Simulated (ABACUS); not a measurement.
A run of ABACUS 3.10.1:

INPUT

```
INPUT_PARAMETERS
suffix              Ag
calculation         nscf
basis_type          pw
pseudo_dir          ./
symmetry            -1
dft_functional      MGGA_X_TASK+LDA_C_PW
ecutwfc             95.0
pseudo_rcut         10
nspin               1
nbands              20
ks_solver           dav
smearing_method     fd
smearing_sigma      0.00367493
scf_thr             1e-08
scf_nmax            100
mixing_type         broyden
mixing_beta         0.7
mixing_tau          1
init_chg            file
pw_diag_thr         1e-07
out_band            1
kpar                4
```

STRU

```
ATOMIC_SPECIES
Ag 107.8682 Ag_ONCV_PBE-1.2.upf

LATTICE_CONSTANT
1.8897261246

LATTICE_VECTORS
0.0000000000 2.0427500000 2.0427500000
2.0427500000 0.0000000000 2.0427500000
2.0427500000 2.0427500000 0.0000000000

ATOMIC_POSITIONS
Cartesian

Ag
0.0
1
0.0000000000 0.0000000000 0.0000000000 1 1 1
```

The input KPT:

```
K_POINTS
12
Line
0.00000000 0.00000000 0.00000000 10 // G
0.50000000 0.00000000 0.50000000 10 // X
0.50000000 0.25000000 0.75000000 10 // W
0.37500000 0.37500000 0.75000000 10 // K
0.00000000 0.00000000 0.00000000 10 // G
0.50000000 0.50000000 0.50000000 10 // L
0.62500000 0.25000000 0.62500000 10 // U
0.50000000 0.25000000 0.75000000 10 // W
0.50000000 0.50000000 0.50000000 10 // L
0.37500000 0.37500000 0.75000000 1 // K
0.62500000 0.25000000 0.62500000 10 // U
0.50000000 0.00000000 0.50000000 1 // X
```

Potentials or basis: SG15 ONCV 1.2 PBE, plane waves.

Run with:

```sh
$ OMP_NUM_THREADS=1 mpirun -np 4 abacus > log
```

Hardware: 4 MPI ranks on Intel(R) Xeon(R) Platinum 8259CL CPU @ 2.50GHz (Skylake/Cascade Lake), with other jobs on the host.

Task: Estimate the wall time of this run.

Result: Run time: 29 s on 4 MPI ranks on Intel(R) Xeon(R) Platinum 8259CL CPU @ 2.50GHz (Skylake/Cascade Lake), with other jobs on the host, peak memory 0.36 GiB a rank. Counts: scf iterations 1, k points 102, bands 20, ranks 4.
